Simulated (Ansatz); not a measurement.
# Mg (P6/mmm, 1 atom in the cell): following an unstable mode

Wanted: the energy along a soft mode of Mg (P6/mmm, 1 atom in the cell) and the structure at the end.

Program: Ansatz 0.2.0. Level of theory: DFT PBEsol, scalar-relativistic, plane waves, PAW. Results are calculated unless marked as measured.

This is not the structure that Mg takes at ambient pressure and room temperature (hexagonal, No. 194); it is a model or a phase of other conditions.

### Step 1. The starting structure

Symmetry: P6/mmm, No. 191, hexagonal system. Conventional cell: a = 3.076 Å, b = 3.076 Å, c = 3.063 Å, α = 90.00°, β = 90.00°, γ = 120.00°. Nearest to Mg lie 8 Mg at 3.06 to 3.08 Å.

### Step 2. Phonons on a q mesh

The cell comes from relaxations at this level that are not shown. Stability and thermal properties need the whole zone. Linear response on a 3×3×4 q mesh gives force constants as far as a supercell of that size would.

Input file input.yaml:

```yaml
crystal:
  lattice:
    - [3.0755538064, 0.0, 0.0]
    - [-1.5377769032, 2.6635077271, 0.0]
    - [0.0, 0.0, 3.0625243538]
  atoms:
    - { symbol: Mg, position: [0.0, 0.0, 0.0] }
kpoints:
  mp_grid: { grid: [15, 15, 12] }
hamiltonian:
  xc: pbesol
scf:
  occupations: { method: methfessel_paxton, width: 0.15 }
output:
  eigenvalues: true
phonons:
  method: dfpt
  qmesh: [3, 3, 4]
  temperatures: { t_max: 1000, t_step: 50 }
  qpath:
    path:
      - [[0.0, 0.0, 0.0], [0.5, 0.0, 0.0], [0.33333333, 0.33333333, 0.0], [0.0, 0.0, 0.0], [0.0, 0.0, 0.5], [0.5, 0.0, 0.5], [0.33333333, 0.33333333, 0.5], [0.0, 0.0, 0.5]]
      - [[0.5, 0.0, 0.5], [0.5, 0.0, 0.0]]
      - [[0.33333333, 0.33333333, 0.5], [0.33333333, 0.33333333, 0.0]]
    npoints: 10
```

On the command line:

```sh
ansatz run input.yaml --threads 4 --pin off --max-ram 7168MiB --backend cpu --events-out ev --progress --plain --runs-dir out
```

Numbers of over 12 decimals in the logs are rounded to 6 here.

The program printed:

```text
Engine: ansatz 0.2.0, aarch64-unknown-linux-gnu
Pseudopotentials: kind: paw
Pseudopotential: Mg, paw, valence charge 10, recommended cutoff 420 eV (normal), Mg.paw.azcp
Functional definition: PBEsol
  exchange = pbesol_x
  correlation = pbesol_c
Crystal: 1 atoms, lattice volume = 25.087 Å³
Basis set: ecut = 420 eV, 515 PW (Γ), exchange–correlation on 48×48×48 points (8 copies of the dense FFT grid, shifted against one another)
Bands: 9, of which v1, the nominal top of the filled ones, is band 5 counted from 1 (4 counted from 0)
Symmetry: 24 space group operations
k-points: 189 of 2700
Non-local potential: Mg, projectors of the file, l = 0: 3, l = 1: 2, l = 2: 1
PAW form: soft (Blöchl's): semilocal exchange-correlation on the pseudo side does not see the compensation charge
PAW frozen core: Mg, regenerated for the run's functional, and the local potential with it (the file was generated under x = pbe(κ = 0.804, μ = 0.219515), c = pbe(β = 0.066725))
PAW one-centre angular grid: Mg, 110 points (default); XC on 64 Gauss nodes
Initial density: superposition of atomic densities (neutral atoms: chi_scale 0, normalization atom), corrected by the library's trained network
Initial wavefunctions: pseudopotential atomic-orbital guess
Functional: x = pbesol(κ = 0.804, μ = 0.123457), c = pbesol(β = 0.046)
SCF iter   1: F=—  HF=-1911.816863 eV  |F-HF|=—  |Δ(HF+E_count)|=         —  Δρ=2.03e-3  dr2=6.17e-4  ethr=1.77e-3  ⟨swp⟩=5.5  Hψ=11762  notcnv=0
preconditioner: auto → none  [metal: Δε(μ)=0.066 eV  Ē_g=9.438 eV  σ=0.150 eV  W_gap=0.35  n_scr=2 (ndim 8)  ℏωp=10.5 eV  f_vac=0.000  D(μ)=0.56/eV (n_scr^D=0)  sad-step TF]
SCF iter   2: F=—  HF=-1911.816505 eV  |F-HF|=—  |Δ(HF+E_count)|=   3.58e-4  S|Δr|=    0.00e0  Δρ=9.55e-4  dr2=1.90e-4  ethr=6.17e-6  ⟨swp⟩=2.5  Hψ=3810  notcnv=0
SCF iter   3: F=—  HF=-1911.816452 eV  |F-HF|=—  |Δ(HF+E_count)|=   5.32e-5  S|Δr|=    0.00e0  Δρ=1.65e-4  dr2=7.24e-6  ethr=1.90e-6  ⟨swp⟩=2.3  Hψ=2605  notcnv=0  defer=4
SCF iter   4: F=—  HF=-1911.816452 eV  |F-HF|=—  |Δ(HF+E_count)|=   3.07e-7  S|Δr|=    0.00e0  Δρ=6.51e-5  dr2=4.81e-7  ethr=7.24e-8  ⟨swp⟩=2.0  Hψ=2532  notcnv=0  defer=4
SCF iter   5: F=—  HF=-1911.816451 eV  |F-HF|=—  |Δ(HF+E_count)|=   1.01e-6  S|Δr|=    0.00e0  Δρ=5.37e-6  dr2=2.75e-9  ethr=4.81e-9  ⟨swp⟩=2.0  Hψ=2631  notcnv=0  defer=4
SCF iter   6: F=—  HF=-1911.816451 eV  |F-HF|=—  |Δ(HF+E_count)|=   3.35e-9  S|Δr|=    0.00e0  Δρ=5.90e-7  dr2=3.36e-11  ethr=2.75e-11  ⟨swp⟩=2.0  Hψ=2646  notcnv=0  defer=4
SCF iter   7: F=-1911.816451 eV  HF=-1911.816451 eV  |F-HF|=6.82e-13  |Δ(HF+E_count)|=  3.89e-11  S|Δr|=    0.00e0  Δρ=5.52e-8  dr2=3.24e-13  ethr=1.00e-12  ⟨swp⟩=5.1  Hψ=5746  notcnv=0
SCF 1 converged in 7 iterations: F = -1911.816451 eV  dr2 = 3.24e-13
  greatest PAW one-centre occupation: 1.000 electrons in one spin orbital (limit 2), on the Mg atom at site 0 (counted from 0), in its partial waves of l = 0
NSCF: frozen V_eff on 189 k-points
NSCF: frozen V_eff on 448 k-points
DFPT response loops at q = (0, 0, 0) (fractional): preconditioner auto → Kerker (q_TF=auto, 2.341 Å⁻¹) (partly filled bands, converged f_vac=0.000); β = 1.00, the filter's whole step (`scf.mixing.beta` (0.50) is not read by the response loops under this deck's `scf.mixing.preconditioner`; to damp them name `kerker` or `kerker_dos`, under which they read `scf.mixing.beta`, and type it under 1.00, their step now; both keys bind the ground state too); Broyden in place of MSR1
NSCF: frozen V_eff on 1536 k-points
DFPT response loops at q = (0, 0, 0.25) (fractional): mixed as the last ones told, above
NSCF: frozen V_eff on 896 k-points
DFPT response loops at q = (0, 0, -0.5) (fractional): mixed as the last ones told, above
NSCF: frozen V_eff on 1680 k-points
DFPT response loops at q = (0, 0.333333, 0) (fractional): mixed as the last ones told, above
NSCF: frozen V_eff on 2880 k-points
DFPT response loops at q = (0, 0.333333, 0.25) (fractional): mixed as the last ones told, above
NSCF: frozen V_eff on 1680 k-points
DFPT response loops at q = (0, 0.333333, -0.5) (fractional): mixed as the last ones told, above
NSCF: frozen V_eff on 1680 k-points
DFPT response loops at q = (0.333333, 0.333333, 0) (fractional): mixed as the last ones told, above
NSCF: frozen V_eff on 2880 k-points
DFPT response loops at q = (0.333333, 0.333333, 0.25) (fractional): mixed as the last ones told, above
NSCF: frozen V_eff on 1680 k-points
DFPT response loops at q = (0.333333, 0.333333, -0.5) (fractional): mixed as the last ones told, above
SCF converged after 7 iterations
Stability not checked: this state was not tested for a lower state beside it, because cold or Methfessel-Paxton smearing, or corrected tetrahedra, fill the levels in a way that the test cannot read (fill_not_monotonic; see scf.lower_state_search)
Free energy (F): -1911.816451 eV
Harris-Foulkes:  -1911.816451 eV  (|F-HF|=6.82e-13)
Internal energy: -1911.815713 eV  (E = F + TS)
E sigma→0 (E₀):  -1911.816266 eV
Entropy (-TS):   -0.000738 eV (-0.738 meV/atom)
Fermi energy:    4.845596 eV
--- Per-component energies (eV) ---
  E_band       = -364.226255
  E_kinetic    = 74.514910
  E_local      = -1670.597570  (includes V_loc(G=0)·N_el)
  E_nonlocal   = 96.642285
  E_hartree    = 599.268681
  E_xc         = -27.825493
  E_vxc        = -36.074054  (∫ρ·V_xc dr)
  E_paw        = -281.449135  (= ΣΔE_a)
  E_vpaw       = -27.249211  (= ΣTr[D̂ρ^β])
  E_aug_tail   = -0.000002  (compensation charges beyond the density's cutoff)
  E_ewald      = -702.428252
  E_core_change = 0.058862  (= ΣΔE_core)
  E_smearing   = -0.000738  (= −TS)
  E_closure    = 0.000000  (closes the sum)
  Σ components = -1911.816451   (vs F -1911.816451, Δ=0.00e0)
--- Band table (eV; the first three rows and the last of 189) ---
  k-point 0: bands = ["-70.8947", "-37.8397", "-37.8109", "-37.8109", "-1.6778", "12.8318", "13.5132", "17.2752", "17.2752"]
  k-point 1: bands = ["-70.8946", "-37.8415", "-37.8107", "-37.8107", "-1.5667", "10.9626", "15.4351", "17.3694", "17.3694"]
  k-point 2: bands = ["-70.8943", "-37.8464", "-37.8104", "-37.8104", "-1.2344", "8.9060", "17.5994", "17.6462", "17.6462"]
  k-point 188: bands = ["-70.8893", "-37.8608", "-37.8344", "-37.8344", "7.8954", "7.8954", "8.4910", "9.6413", "9.6413"]
--- Phonons (Γ-DFPT): 2 representative perturbations + reference (Σ response iterations 6) ---
  ASR residual: 6.573e-5 → 0.000e0 eV/Å²; symmetrization residual: 6.480e-12 eV/Å²
  ASR residual per site (eV/Å²): 6.57e-5
  Γ frequencies (cm⁻¹): 0.00 0.00 0.00
--- Phonons (arbitrary-q DFPT): 9 irreducible q on the 3×3×4 mesh ---
  q = [0.0000, 0.0000, 0.0000] (star 1, of the zone-centre solve; hermiticity 1.36e-9, symmetrization 9.86e-8): -0.00 -0.00 0.00
  q = [0.0000, 0.0000, 0.2500] (star 2, 2 solved perturbations in 1092 linear systems a pass and spin channel, the states on 768 of 2700 k-point pairs; hermiticity 4.87e-14, symmetrization 2.50e-12): -73.12 -73.12 153.02
  q = [0.0000, 0.0000, -0.5000] (star 1, 2 solved perturbations in 637 linear systems a pass and spin channel, the states on 448 of 2700 k-point pairs; hermiticity 1.90e-14, symmetrization 1.06e-12): -111.34 -111.34 206.64
  q = [0.0000, 0.3333, 0.0000] (star 6, 3 solved perturbations on 840 of 2700 k-point pairs; hermiticity 5.21e-14, symmetrization 1.15e-13): -104.02 133.61 220.74
  q = [0.0000, 0.3333, 0.2500] (star 12, 3 solved perturbations on 1440 of 2700 k-point pairs; hermiticity 1.75e-7, symmetrization 4.53e-14): 117.42 132.60 219.27
  q = [0.0000, 0.3333, -0.5000] (star 6, 3 solved perturbations on 840 of 2700 k-point pairs; hermiticity 1.40e-13, symmetrization 3.53e-14): 101.94 218.93 221.03
  q = [0.3333, 0.3333, 0.0000] (star 2, 2 solved perturbations in 1162 linear systems a pass and spin channel, the states on 840 of 2700 k-point pairs; hermiticity 9.53e-14, symmetrization 2.03e-12): -128.02 219.12 219.12
  q = [0.3333, 0.3333, 0.2500] (star 4, 2 solved perturbations in 1992 linear systems a pass and spin channel, the states on 1440 of 2700 k-point pairs; hermiticity 4.73e-8, symmetrization 4.14e-8): 127.79 218.29 218.29
  q = [0.3333, 0.3333, -0.5000] (star 2, 2 solved perturbations in 1162 linear systems a pass and spin channel, the states on 840 of 2700 k-point pairs; hermiticity 8.58e-14, symmetrization 6.90e-13): 211.42 211.42 216.90
  sum rule: each row above includes the acoustic sum rule's correction from the zone centre's row sums; it moved no ω² by more than (0.86 cm⁻¹)²
  mesh force constants: q→R imaginary residual 0.00e0; ASR residual 6.573e-5 → 0.000e0 eV/Å²; symmetrization residual 1.332e-15 eV/Å²
  interpolated dispersion: 93 rows × 3 modes
  density of states and harmonic sums: on the 24×24×20 q-mesh, interpolated from the force constants of a 3×3×4 supercell (no non-analytic term)
  largest difference from the sums on the solved wave vectors: F 2.77e-2 eV, S 3.41e-5 and C_V 9.95e-6 eV/K
  zero-point energy: 0.027099 eV/cell   skipped modes (ω ≤ 0): 312, of them read as no rigid motion or as one in doubt: 309 (3.970e-1 modes/cell left out, lowest -128.02 cm⁻¹)   left out of the sums: 1.32e-1 of the cell's modes: C_V's classical limit lies that fraction below 3 k_B per atom; for a crystal, a wire or a layer, F and S can be off by more, and a phonons.interpolated_qmesh denser along its periods is the remedy for the sampling
```

It took 47 s on 4 threads of Arm Neoverse V2, shared host; peak memory 0.87 GiB; 3 min of CPU time.

The column dr2 measures how far the density is from self-consistency, as an energy; F and HF (Harris–Foulkes) agree once it is small.

Numbers from this step:

```
volume per atom                                         : 25.09 Å³
gap on the k-mesh                                       : 0 eV
sum-rule residual before enforcement                    : 6.57e-5 eV/Å²
lowest frequency on the path                            : -128.0 cm⁻¹
highest frequency on the path or at a solved wavevector : 257.8 cm⁻¹
lowest mode on the q mesh (acoustic modes at Γ apart)   : -128.0 cm⁻¹
```

Frequencies (cm⁻¹) solved at each irreducible wavevector; negative means imaginary. Frequencies by wavevector, by row:

| q in reciprocal lattice units | star | mode 1 | mode 2 | mode 3 |
| --- | --- | --- | --- | --- |
| 0 0 0 | 1 | 0 | 0 | 0 |
| 0 0 0.25 | 2 | -73.1 | -73.1 | 153 |
| 0 0 -0.5 | 1 | -111.3 | -111.3 | 206.6 |
| 0 0.3333 0 | 6 | -104 | 133.6 | 220.7 |
| 0 0.3333 0.25 | 12 | 117.4 | 132.6 | 219.3 |
| 0 0.3333 -0.5 | 6 | 101.9 | 218.9 | 221 |
| 0.3333 0.3333 0 | 2 | -128 | 219.1 | 219.1 |
| 0.3333 0.3333 0.25 | 4 | 127.8 | 218.3 | 218.3 |
| 0.3333 0.3333 -0.5 | 2 | 211.4 | 211.4 | 216.9 |

Interpolated from a 3×3×4 q mesh. Phonon branches along the path, in cm⁻¹:

| point | branch 1 | branch 2 | branch 3 |
| --- | --- | --- | --- |
| Γ | 0 | 0 | 0 |
| halfway | -85 | 110 | 181 |
| M | -120 | 152 | 254 |
| halfway | -124 | 178 | 244 |
| K | -128 | 219 | 219 |
| halfway | -95 | 132 | 195 |
| Γ | 0 | 0 | 0 |
| halfway | -73 | -73 | 153 |
| A | -111 | -111 | 207 |
| halfway | 60 | 169 | 218 |
| L | 128 | 222 | 258 |
| halfway | 160 | 220 | 245 |
| H | 211 | 211 | 217 |
| halfway | 100 | 187 | 219 |
| A | -111 | -111 | 207 |
| jump to L | 128 | 222 | 258 |
| halfway | 127 | 141 | 256 |
| M | -120 | 152 | 254 |
| jump to H | 211 | 211 | 217 |
| halfway | 128 | 218 | 218 |
| K | -128 | 219 | 219 |

The phonon branches as a text plot (rows in cm⁻¹):

```
    250 |     ****                     ****          ******
    234 |         * ***               *    *  **
    218 |          *   *            **************** *     ******
    202 |    *      *           ****        **      *
    185 |   *     *  *                                *     *
    169 |        *    * *      *     *     *  *        *     *
    153 |  *  ***      *                  *    * *       **
    137 |                *               *      *     ***
    121 |    *                *     *  **            *
    105 |   *           *    *        *           *
     89 |  *             **
     73 | *                                             *     *
     57 | *               *          *           *
     41 |*                 **
     25 |*                 *
      9 |
     -7 |                   *
    -24 |*                 *
    -40 | *               *  *      *              *
    -56 |                *    *                   *
    -72 |  *            *          *
    -88 |   *                  *   *               *     *
   -104 |    *         *        ***                 *          *
   -120 |     *********                                   *     *
         Γ     M   K       Γ     A      L   H      A|L   M|H    K
```

Symmetry leaves 9 wavevectors to solve. The lowest mode among them, the acoustic zeros apart, lies at q = (0.333, 0.333, 0) and is imaginary, 128.0i cm⁻¹, so the energy falls along it.

### Step 3. The mode frozen in, largest atomic shift 0 Å

The mode followed lies at q = (0.333, 0.333, 0) with frequency 128.0i cm⁻¹, the softest among the wavevectors solved. At small amplitude the distorted cell has space group no. 183 by a symmetry search on the positions. The undistorted cell that holds it gives the zero of energy on the same k mesh.

System of this step: Mg. It takes space group P6/mmm (No. 191, hexagonal). Conventional cell: a = 3.076 Å, b = 3.076 Å, c = 3.063 Å, α = 90.00°, β = 90.00°, γ = 120.00°. Nearest to Mg lie 8 Mg at 3.06 to 3.08 Å.

Input file input.yaml:

```yaml
crystal:
  lattice:
    - [0.0, 0.0, -3.0625243538]
    - [-4.6133307097, -2.6635077271, 0.0]
    - [-4.6133307097, 2.6635077271, 0.0]
  atoms:
    - { symbol: Mg, position: [0.0, 0.6666666667, 0.6666666667] }
    - { symbol: Mg, position: [0.0, 0.3333333333, 0.3333333333] }
    - { symbol: Mg, position: [0.0, 0.0, 0.0] }
kpoints:
  mp_grid: { grid: [12, 9, 9] }
hamiltonian:
  xc: pbesol
scf:
  occupations: { method: methfessel_paxton, width: 0.15 }
output:
  forces: true
  stress: true
  eigenvalues: true
```

The program printed:

```text
[...]
Crystal: 3 atoms, lattice volume = 75.262 Å³
Basis set: ecut = 420 eV, 1493 PW (Γ), exchange–correlation on 48×72×72 points (8 copies of the dense FFT grid, shifted against one another)
Bands: 19, of which v1, the nominal top of the filled ones, is band 15 counted from 1 (14 counted from 0)
Symmetry: 72 space group operations
[...]
k-points: 84 of 972
[...]
--- Band table (eV; the first three rows and the last of 84) ---
  k-point 0: bands = [... 11 lower, -37.8197, -1.6787, 4.9497, 4.9497, 4.9497, 4.9497, 5.7114, 5.7114]
  k-point 1: bands = [... 11 lower, -37.8201, -1.5910, 3.7495, 4.3081, 4.7116, 5.7534, 6.3382, 6.8217]
  k-point 2: bands = [... 11 lower, -37.8212, -1.3284, 2.5167, 3.8277, 4.2285, 6.7201, 7.2922, 8.4749]
  k-point 83: bands = [... 11 lower, -37.8245, 4.2240, 4.2240, 4.2240, 4.7817, 4.7817, 4.7817, 10.8935]
[key lines of the parts left out:]
SCF converged after 5 iterations
Free energy (F): -5735.441991 eV
Fermi energy:    4.879411 eV
P = ⅓ Tr σ = -0.0832 GPa (-0.832 kbar)
```

It took 1.4 s on 4 threads; peak memory 0.37 GiB.

This step gave:

```yaml
pressure: -0.08322 GPa
energy_from_the_undistorted_cell: 0 meV/atom
```

The run ends at a pressure of -0.08 GPa.

### Step 4. The mode frozen in, largest atomic shift 0.6 Å

The atoms are moved along the unstable eigenvector, the largest shift by 0.6 Å, with the cell fixed.

input.yaml, the sections that differ from step 3:

```yaml
crystal:
  lattice:
    - [0.0, 0.0, -3.0625243538]
    - [-4.6133307097, -2.6635077271, 0.0]
    - [-4.6133307097, 2.6635077271, 0.0]
  atoms:
    - { symbol: Mg, position: [-0.0979548511, 0.6666666667, 0.6666666667] }
    - { symbol: Mg, position: [0.1959168094, 0.3333333333, 0.3333333333] }
    - { symbol: Mg, position: [-0.0979548511, 0.0, 0.0] }
# kpoints, hamiltonian, scf, output: as in step 3
```

The program printed:

```text
[...]
Crystal: 3 atoms, lattice volume = 75.262 Å³
Basis set: ecut = 420 eV, 1493 PW (Γ), exchange–correlation on 48×72×72 points (8 copies of the dense FFT grid, shifted against one another)
Bands: 19, of which v1, the nominal top of the filled ones, is band 15 counted from 1 (14 counted from 0)
Symmetry: 12 space group operations
[...]
k-points: 84 of 972 (time reversal used)
[...]
--- Band table (eV; the first three rows and the last of 84) ---
  k-point 0: bands = [... 11 lower, -37.8156, -1.6594, 4.9920, 4.9920, 5.0194, 5.0194, 5.6787, 5.6982]
  k-point 1: bands = [... 11 lower, -37.8156, -1.5717, 3.7831, 4.3609, 4.7262, 5.8130, 6.3369, 6.8457]
  k-point 2: bands = [... 11 lower, -37.8157, -1.3091, 2.5428, 3.8783, 4.2354, 6.7835, 7.3040, 8.5165]
  k-point 83: bands = [... 11 lower, -37.8131, 4.1411, 4.3469, 4.3469, 4.7242, 4.7242, 4.9887, 10.4489]
[key lines of the parts left out:]
SCF converged after 5 iterations
Free energy (F): -5735.731734 eV
Fermi energy:    4.894592 eV
P = ⅓ Tr σ = -1.7052 GPa (-17.052 kbar)
```

It took 1.6 s on 4 threads; peak memory 0.41 GiB.

Numbers from this step:

```yaml
pressure: -1.705 GPa
energy_from_the_undistorted_cell: -96.60 meV/atom
```

The energy, extrapolated to zero smearing, is -96.60 meV/atom against the undistorted cell.

The run ends at a pressure of -1.71 GPa, with forces up to 0.44 eV/Å.

### Step 5. Energy along the mode, all amplitudes (two of the runs are shown above)

An imaginary frequency means negative curvature, so the energy should fall and then rise again as anharmonic terms take over.

This step gave:

- depth at the lowest point sampled: 96.60 meV/atom
- largest atomic shift at that point: 0.6 Å

Energy from the parent against largest atomic shift:

| largest atomic shift (Å) | energy from the parent (meV/atom) |
| --- | --- |
| 0.000 | 0 |
| 0.040 | -0.586 |
| 0.080 | -2.33 |
| 0.140 | -7.07 |
| 0.220 | -17.0 |
| 0.320 | -34.4 |
| 0.450 | -62.3 |
| 0.600 | -96.6 |

Displacement at unit largest shift by atom:

| atom | x (Å) | y (Å) | z (Å) | size |
| --- | --- | --- | --- | --- |
| Mg1 | 0.00 | 0.00 | 0.50 | 0.50 |
| Mg2 | 0.00 | 0.00 | -1.00 | 1.00 |
| Mg3 | 0.00 | 0.00 | 0.50 | 0.50 |

The lowest of the steps tried is the last one, at 0.6 Å, 96.6 meV/atom below the parent; the bottom of the well need not coincide with a step.

[end of part 1 of 2]

[Logs are printed without paths, hosts, clocks, repeated set-up lines and the standing remarks that a program may print on its own settings, such as how far it seeks lower states.]

[Hosts, paths, dates, database ids (printed as entryN), source tags and the programs' standing remarks are cut or masked in the printed files.]
